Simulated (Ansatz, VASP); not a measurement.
This is a calculation of Cs2AgBiBr6 for VASP 6.6.1. 

Contents of INCAR:

```
PREC = Accurate
ENCUT = 600
EDIFF = 1E-7
ISMEAR = -1
SIGMA = 0.05
LREAL = F
LASPH = T
NELM = 80
ALGO = Normal
ISIF = 3
LWAVE = F
LCHARG = F
GGA = PS
IVDW = 13
IBRION = 2
NSW = 60
EDIFFG = -0.02
```

Contents of KPOINTS:

```
regular mesh
0
Gamma
  3 3 3
```

The input POSCAR:

```
Cs2AgBiBr6
1.0
    0.0000000000      5.6161000000      5.6161000000
    5.6161000000      0.0000000000      5.6161000000
    5.6161000000      5.6161000000      0.0000000000
Bi Cs Ag Br
1 2 1 6
Direct
    0.0000000000      0.0000000000      0.0000000000
    0.7500000000      0.7500000000      0.7500000000
    0.2500000000      0.2500000000      0.2500000000
    0.5000000000      0.5000000000      0.5000000000
    0.7494500000      0.7494500000      0.2505500000
    0.2505500000      0.2505500000      0.7494500000
    0.7494500000      0.2505500000      0.2505500000
    0.7494500000      0.2505500000      0.7494500000
    0.2505500000      0.7494500000      0.7494500000
    0.2505500000      0.7494500000      0.2505500000
```

Potentials or basis: VASP PAW PBE potentials, release 64 (Bi_d, Cs_sv, Ag, Br).

Launch:

```console
$ cat potpaw_PBE.64/Bi_d/POTCAR potpaw_PBE.64/Cs_sv/POTCAR potpaw_PBE.64/Ag/POTCAR potpaw_PBE.64/Br/POTCAR > POTCAR
$ mpirun -np 1 vasp_std > vasp.out
```

Task: Set up the same calculation for Ansatz 0.2.0. Potentials or basis there: Ansatz PAW, cutoff 420 eV.

Result: As run (cutoffs and basis follow the program's own potentials, and thresholds, step limits or extra output files can differ):

Contents of input.yaml:

```yaml
crystal:
  lattice:
    - [0.0, 5.6161, 5.6161]
    - [5.6161, 0.0, 5.6161]
    - [5.6161, 5.6161, 0.0]
  atoms:
    - { symbol: Bi, position: [0.0, 0.0, 0.0] }
    - { symbol: Cs, position: [0.75, 0.75, 0.75] }
    - { symbol: Cs, position: [0.25, 0.25, 0.25] }
    - { symbol: Ag, position: [0.5, 0.5, 0.5] }
    - { symbol: Br, position: [0.74945, 0.74945, 0.25055] }
    - { symbol: Br, position: [0.25055, 0.25055, 0.74945] }
    - { symbol: Br, position: [0.74945, 0.25055, 0.25055] }
    - { symbol: Br, position: [0.74945, 0.25055, 0.74945] }
    - { symbol: Br, position: [0.25055, 0.74945, 0.74945] }
    - { symbol: Br, position: [0.25055, 0.74945, 0.25055] }
hamiltonian:
  xc: pbesol
  pseudopotentials: { kind: paw }
  dispersion: d4
kpoints:
  mp_grid: { grid: [3, 3, 3] }
scf:
  occupations: { method: fermi_dirac, width: 0.05 }
output:
  forces: true
  stress: true
  eigenvalues: true
relax:
  f_tol: 0.01
  max_steps: 40
  cell: { stress_tol: 0.05 }
```

Potentials or basis: Ansatz PAW.

Launch:

```console
$ ansatz run input.yaml --threads 4 --pin off --max-ram 11264MiB --backend cpu --events-out ev --progress --plain --runs-dir out
```

Both were run:

|  | VASP | Ansatz |
| --- | --- | --- |
| Relaxed volume | 34.18 Å³/atom | 34.21 Å³/atom |
| Relaxed cell | a = 7.848 Å, b = 7.848 Å, c = 7.848 Å, α = 60.00°, β = 60.00°, γ = 60.00° | a = 7.850 Å, b = 7.850 Å, c = 7.850 Å, α = 60.00°, β = 60.00°, γ = 60.00° |
| Space group after relaxing | Fm-3m (No. 225) | Fm-3m (No. 225) |
| Pressure after relaxing | 0.0 GPa | 0.0 GPa |

Ansatz's pressure holds a Pulay term of +0.01 GPa for its cutoff of 420 eV, which the other run lacks.

The potentials hold 86 and 94 valence electrons a cell.

VASP's potentials were made for PBE. Ansatz's potentials were made for PBE.

Where Ansatz's input types no cutoff or centring, it takes its own default and a Γ-centred mesh.

Pressure is positive in compression.
